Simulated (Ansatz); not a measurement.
Wires are cut from relaxed bulk Ag (Fm-3m, 17.83 Å³/atom, gap on the mesh 0.00 eV); atoms and period are relaxed, and energies count from that bulk.

Computed with DFT PBE, scalar-relativistic, plane waves, PAW in Ansatz.

Plane waves to 420 eV, a k mesh through Γ of 1×1×13 on the computed 8-atom cell and Gaussian smearing (0.05 eV); no spin polarisation.

Start ([001] wire, 8 host atoms a period):

```
CELL_PARAMETERS angstrom
13.10000 0.00000 0.00000
0.00000 13.40000 0.00000
0.00000 0.00000 4.14718
ATOMIC_POSITIONS crystal
Ag 0.34171 0.65475 0.00000
Ag 0.65829 0.34525 0.00000
Ag 0.65829 0.65475 0.00000
Ag 0.34171 0.50000 0.50000
Ag 0.65829 0.50000 0.50000
Ag 0.50000 0.34525 0.50000
Ag 0.50000 0.65475 0.50000
Ag 0.50000 0.50000 0.00000
```

Q: What does the relaxation give?

A: The free energy falls by 217 meV/atom. It ends far from its start (an atom moved by over half a bond, or the period changed much).

- excess energy (eV per host atom): 0.477
- line energy (eV/Å): 1.338
- period (Å): 2.853
- gap on the mesh (eV): 0
- highest filled level or Fermi level under vacuum (eV): 4.30

Relaxed structure:
```
CELL_PARAMETERS angstrom
13.10000 0.00000 0.00000
0.00000 13.40000 0.00000
0.00000 0.00000 2.85320
ATOMIC_POSITIONS crystal
Ag 0.33590 0.64468 0.00000
Ag 0.64844 0.33990 0.00000
Ag 0.70798 0.70376 0.00000
Ag 0.30527 0.46188 0.50000
Ag 0.68453 0.52188 0.50000
Ag 0.46154 0.30950 0.50000
Ag 0.52198 0.68038 0.50000
Ag 0.49265 0.49275 0.00000
```

Each run keeps its start's symmetry and one magnetic start, so lower states can exist.

Time: 5.8 min on 4 threads of Intel(R) Xeon(R) Processor @ 2.70GHz (shared host), peak memory 1.7 GiB.